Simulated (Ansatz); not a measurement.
Nb (hcp)

Method: HSE06, scalar-relativistic; no spin polarisation; PAW, 420 eV, 8×8×4 k-mesh, Gaussian smearing of 0.05 eV; code Ansatz; PAW files: Ansatz's generated set soft_2.

```xyz
2
Lattice="2.8514 0.0000 0.0000 -1.4257 2.4693 0.0000 0.0000 0.0000 5.2471" Properties=species:S:1:pos:R:3 pbc="T T T"
Nb    0.0000    1.6462    3.9353
Nb    1.4257    0.8231    1.3118
```

At room temperature and ambient pressure Nb is bcc.

The volume is at zero pressure for this level.

Path: Γ–M–K–Γ–A–L–H–A | L–M | H–K, with Γ = (0.000, 0.000, 0.000), M = (0.500, 0.000, 0.000), K = (0.333, 0.333, 0.000), A = (0.000, 0.000, 0.500), L = (0.500, 0.000, 0.500), H = (0.333, 0.333, 0.500) in reciprocal vectors of the calculation's cell.

Problem. Is it a metal or an insulator, and if it has a gap, where are the band edges on this path?

Solution. A metal: bands cross the Fermi level.

Levels between -6 and 6 eV from the Fermi level at the path's named points:
| point | below E_F (eV) | above E_F (eV) |
| --- | --- | --- |
| Γ | -4.66 -1.29 | 0.01 0.65 0.65 1.18 1.18 3.46 3.46 5.20 5.20 |
| M | -4.33 -3.91 -3.76 -0.58 | 0.16 0.51 1.36 5.39 |
| K | -3.04 -1.83 -1.83 -1.58 -0.67 -0.67 | 1.12 3.75 3.81 3.81 |
| A | -5.47 -5.47 -1.69 -1.69 | 0.76 0.76 0.76 0.76 4.58 4.58 4.58 4.58 |
| L | -4.44 -4.44 -2.84 -2.84 | 2.26 2.26 2.95 2.95 5.66 5.66 |
| H | -2.40 -2.40 -2.01 -2.01 -0.65 -0.65 | 1.50 1.50 5.01 5.01 |

For a metal under a hybrid functional this mesh is coarse.
